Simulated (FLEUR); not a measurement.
Runs of FLEUR MaX-R8.1 (later development tree) on Fe3Ge. Symmetry: Fm-3m, No. 225, cubic system. Conventional cell: a = 5.751 Å, b = 5.751 Å, c = 5.751 Å, α = 90.00°, β = 90.00°, γ = 90.00°. Ge (site symmetry m-3m) is surrounded by 8 Fe at 2.49 Å. Fe (site symmetry -43m) is surrounded by 4 Ge at 2.49 Å and 4 Fe at 2.49 Å. Fe (site symmetry m-3m) has 8 Fe at 2.49 Å as nearest neighbours. The cell comes from a database or a generator and needn't be the stable form of this composition.

| task | level | gmax | muffin-tin radii | max iterations | mixer history | density convergence | kmax | moment (μB) |
| --- | --- | --- | --- | --- | --- | --- | --- | --- |
| single point | PBEsol | 14.4 1/bohr | Ge 2.11, Fe 2.11 bohr | 60 | 15 | 1e-05 me/bohr^3 | 4.64 1/bohr | 5.67 |
| band structure | PBEsol | 13.9 1/bohr | Ge 2.18, Fe 2.18 bohr | 60 | 15 | 1e-05 me/bohr^3 | 4.5 1/bohr | 5.67 |
| band structure | r2SCAN | 13.9 1/bohr | Ge 2.18, Fe 2.18 bohr | 80 | 30 | 0.0001 me/bohr^3 | 4.5 1/bohr | 7.07 |
| band structure | LDA | 13.9 1/bohr | Ge 2.18, Fe 2.18 bohr | 60 | 15 | 1e-05 me/bohr^3 | 4.5 1/bohr | (a) |

Alike in all rows: potentials or basis all-electron, FLAPW; spin collinear, ferromagnetic start; cell as given; k mesh 8 × 8 × 8; smearing fermi-dirac 0.05 eV.

Estimate the missing entries.

(a) 5.19.

Caveats: the meta-GGA is that of a development version, with a GGA for the radial functions and cores and without core tails (some runs).

Not every run made on this cell is shown here.
